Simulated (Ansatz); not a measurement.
Ti: pressure against volume per atom

All results are calculated (Ansatz 0.2.0). Periodic Kohn-Sham DFT of a crystal at fixed atoms; pressure and stress are positive in compression; the energy is the free energy less that of spherical unpolarised free atoms; site moments are those in the method's own spheres, positive along +z.

Cell of the first row (space group P6_3/mmc, No. 194):
```
cell vectors (Å)
   2.8898     0.0000     0.0000
  -1.4449     2.5026     0.0000
   0.0000     0.0000     4.5903
atoms (fractions of the cell vectors)
Ti  0.33333  0.66667  0.25000
Ti  0.66667  0.33333  0.75000
```

Settings of every row: method frozen-core PAW; functional PBEsol; relativity scalar; k mesh 14x14x8; filling fermi-dirac; smearing width 0.05 eV; wave cutoff 420 eV; paw set soft_2.

Atom start moment: 0 on all atoms.

Limits: PAW files made with PBE.

| row | volume per atom (Å³) | pressure (GPa) |
| --- | --- | --- |
| 1 | 16.599 | 0.942 |
| 2 | 16.952 | -1.551 |
| 3 | 17.305 | ? |
| 4 | 17.482 | -4.87 |
| 5 | 17.658 | -5.874 |
| 6 | 17.835 | -6.83 |
| 7 | 18.011 | -7.741 |
| 8 | 18.365 | -9.435 |
| 9 | 18.718 | -10.97 |

Question: what pressure should row 3 give?

Worked fit of pressure. Take u = (V_r/V)^(2/3) − 1 with V_r = 17.747 Å³ an atom, which is twice the finite (Eulerian) strain; such expansions in the strain, on which the Birch-Murnaghan equation of state is built, carry the rest volume and the bulk modulus. The shown rows have u = 0.04559, 0.03103, 0.01008, 0.00336, -0.00329, -0.0098, -0.02256, -0.03489. Least squares give pressure = −6.3606 + 144.243 × u + 348.92 × u² GPa; a straight line predicts inner rows, each left out in turn, worse (root mean square 0.18 against 0.0023 GPa). The rows lie off it by 0.001, -0.002, 0.001, -0.002, 0.001, 0.000, 0.002, -0.002. The pressure vanishes at u = 0.0402, or V = 16.73 Å³ an atom, and there the bulk modulus at fixed shape and fractions is B = −V dP/dV = (2/3)(1 + u) dP/du = 119 GPa. Letting shape and atoms relax would as a rule lower it, by much in layered, chain or molecular crystals. The withheld row has u = 0.01696, so the fit gives −6.3606 + 144.243 × (0.01696) + 348.92 × (0.01696)² = -3.814 GPa.

The calculation gave -3.816 GPa. The fit lies 0.002 GPa (0.017 % of the column's range) above it; its largest miss of a shown row is 0.002 GPa.
